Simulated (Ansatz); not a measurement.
# Two structures of Ba: comparison of enthalpies under pressure, by script

The task here is to estimate one member of a computed series from the others.

Computed with the Python package of Ansatz 0.2.0. Level of theory: DFT PBE, plane waves, PAW.

## The system

Ba Pm-3m: The structure is cubic, space group Pm-3m (No. 221). Conventional cell: a = 4.110 Å, b = 4.110 Å, c = 4.110 Å, α = 90.00°, β = 90.00°, γ = 90.00°. Around Ba (site symmetry m-3m) lie 6 Ba at 4.11 Å.

Ba Fd-3m: Symmetry: Fd-3m, No. 227, cubic system. Conventional cell: a = 8.680 Å, b = 8.680 Å, c = 8.680 Å, α = 90.00°, β = 90.00°, γ = 90.00°. Ba (site symmetry -43m) is surrounded by 4 Ba at 3.76 Å.

No structure file is read: the coordinates are typed or built in the script.

Set-up of the first run:

Contents of ba_transition.py:

```python
import warnings

import ansatz as az
import numpy as np


def sc(a_site, a):
    return (
        az.Lattice.cubic(a)
        .space_group(221)
        .atom(a_site, (0, 0, 0))
    )


def diamond(A, a):
    return (
        az.Lattice.fcc(a)
        .space_group(227, origin_choice=1)
        .atom(A, (0, 0, 0))
        .primitive()
    )


def compute(name, crystal, pressure=0.0):
    calc = crystal.calculation()
    calc = calc.basis(520)
    calc = calc.kpoints(spacing=0.16).occupations("fermi_dirac", width=0.1)
    calc = calc.relax(force_tolerance=0.02, cell=True, pressure=pressure)
    return calc.run(threads=1)


def volume_per_atom(outcome):
    return abs(np.linalg.det(outcome.lattice.cell_ang)) / len(outcome.lattice.sites)

warnings.simplefilter("ignore", az.DeckWarning)

phases = {}
phases["sc"] = sc("Ba", 4.11)
phases["diamond"] = diamond("Ba", 8.68)

pressures = [0, 20, 40, 60]
enthalpy, volume = {name: [] for name in phases}, {name: [] for name in phases}
for p in pressures:
    for name, crystal in phases.items():
        o = compute(name, crystal, pressure=p)
        volume[name].append(volume_per_atom(o))
        enthalpy[name].append(o.report["energy_sigma0_ev"] / len(o.lattice.sites) + p * volume[name][-1] / 160.21766)
gap = np.array(enthalpy["diamond"]) - np.array(enthalpy["sc"])
rows = [(p, va, vb, 1000 * d) for p, va, vb, d in zip(pressures, volume["sc"], volume["diamond"], gap)]
print("   P (GPa)  V sc (A^3/atom)  V diamond (A^3/atom)  H(diamond) - H(sc) (meV/atom)")
for row in rows:
    print(f"{row[0]:10d}  {row[1]:15.3f}  {row[2]:20.3f}  {row[3]:+29.1f}")
crossings = [p0 - g0 * (p1 - p0) / (g1 - g0) for p0, p1, g0, g1 in zip(pressures, pressures[1:], gap, gap[1:]) if g0 * g1 < 0]
print("crossing near", [round(float(p), 1) for p in crossings], "GPa") if crossings else print("no crossing in this range")
```

Started as:

```bash
> python ba_transition.py
```

Steps of the session up to this table: Launch.

One of the session's tables, all rows but one given; the rest of the session is left out.

Enthalpy H = E + pV of the second structure less the first:

```
pressure (GPa)  ΔH (meV/atom)
             0          647.3
            20              ?
            40         1957.8
            60         2702.6
```

Q: Estimate the row for pressure (GPa) = 20 from the others.

Worked estimate for «ΔH (meV/atom)». A straight line through the neighbours (0, 647.3) and (40, 1957.8) gives 647.3 + (1957.8 − 647.3) × (20 − 0) / (40 − 0) = 1302.5; a parabola fitted to 3 rows on both sides gives 1272.7.

As computed: ΔH (meV/atom): 1114.0. In «ΔH (meV/atom)» the line misses by +188.5 and the parabola by +158.7.

Caveats from the session: Only these two structures are compared, at zero temperature and with their symmetry kept; either may be hypothetical, and another phase may be lower than both.
